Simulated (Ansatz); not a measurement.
Data:

```yaml
crystal:
  lattice:
    - [2.69428, 0.00000, 0.00000]
    - [-1.34714, 2.33331, 0.00000]
    - [0.00000, 0.00000, 4.24474]
  atoms:
    - { symbol: Be, position: [0.33333, 0.66667, 0.00016] }
    - { symbol: Be, position: [0.66667, 0.33333, 0.50016] }
    - { symbol: O, position: [0.33333, 0.66667, 0.37734] }
    - { symbol: O, position: [0.66667, 0.33333, 0.87734] }
```

Space group of this cell: P6_3mc, wurtzite. The cell is strained (lengths along the current scaled by 0.97, ions clamped); by r2SCAN its mean pressure is 6.5 GPa.

Transport runs along the normal of the first two printed cell vectors, the (001) (indices of the unstrained crystal) plane of the conventional cell.

The gap is the functional's own, uncorrected, and κ follows it; spin-orbit coupling is left out. Mid-gap values are interpolated between the computed energies.

### Question
Predict the band gap and the smallest decay constant κ at mid-gap from r2SCAN (Ansatz, an electronic-structure program).

### Answer
Gap 8.79 eV on a 18×18×8 mesh; κ = 0.527 1/Å, at the zone centre.
